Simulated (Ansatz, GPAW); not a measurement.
This is a calculation of Ir (Iridium) for Ansatz 0.2.0. 

Contents of input.yaml:

```yaml
crystal:
  lattice:
    - [0.0, 1.9156, 1.9156]
    - [1.9156, 0.0, 1.9156]
    - [1.9156, 1.9156, 0.0]
  atoms:
    - { symbol: Ir, position: [0.0, 0.0, 0.0] }
kpoints:
  mp_grid: { grid: [12, 12, 12] }
scf:
  occupations: { method: gaussian, width: 0.026 }
hamiltonian:
  xc: pbe
  pseudopotentials: { kind: all_electron, lapw: { basis_error: 0.001 } }
output:
  forces: true
  stress: true
  eigenvalues: true
```

Potentials or basis: all-electron LAPW, scalar-relativistic.

Run with:

```sh
$ ansatz run input.yaml --threads 1 --pin off --max-ram 3072MiB --backend cpu --events-out ev --progress --plain --runs-dir out
```

Problem. Set up the same calculation for GPAW 26.7.0 (ASE script). Potentials or basis there: GPAW PAW data sets (gpaw-data 1.2.1), cutoff 600 eV.

Solution. As run (cutoffs and basis follow the program's own potentials, and thresholds, step limits or extra output files can differ):

File run.py:

```python
from ase.dft.bandgap import bandgap
from ase.io import read, write
from ase.units import GPa
from gpaw import GPAW, PW

atoms = read('POSCAR')

calc = GPAW(mode=PW(600),
            xc='PBE',
            kpts={'size': (12, 12, 12), 'gamma': True},
            occupations={'name': 'methfessel-paxton', 'order': 0, 'width': 0.026000000000000002},
            nbands=16,
            convergence={'density': 1e-05, 'energy': 1e-05},
            maxiter=150,
            txt='gpaw.txt')
atoms.calc = calc
energy = atoms.get_potential_energy()
forces = atoms.get_forces()
stress = atoms.get_stress()
calc.write('gs.gpw')
write('result.traj', atoms)
print(f'Energy: {energy:.6f} eV')
print('Forces (eV/A):')
print(forces.round(4))
print('Stress (GPa):', (stress / GPa).round(3))
print('Fermi level:', round(calc.get_fermi_level(), 4), 'eV')
print(f'Gap: {bandgap(calc)[0]:.4f} eV, direct: {bandgap(calc, direct=True)[0]:.4f} eV')
```

The input POSCAR:

```
Ir
1.0
    0.0000000000      1.9156000000      1.9156000000
    1.9156000000      0.0000000000      1.9156000000
    1.9156000000      1.9156000000      0.0000000000
Ir
1
Direct
    0.0000000000      0.0000000000      0.0000000000
```

Potentials or basis: GPAW PAW data sets (gpaw-data 1.2.1), pw.

Command:

```sh
$ OMP_NUM_THREADS=1 python run.py
```

Both were run:

|  | Ansatz | GPAW |
| --- | --- | --- |
| Pressure | 11.0 GPa | 9.8 GPa |

Where Ansatz's input types no cutoff or centring, it takes its own default and a Γ-centred mesh.

The two runs disagree by more than potentials and bases usually give (in gap, levels, pressure or energy); the cause wasn't traced.

The cell lies far from this level's equilibrium.

Pressure is positive in compression.
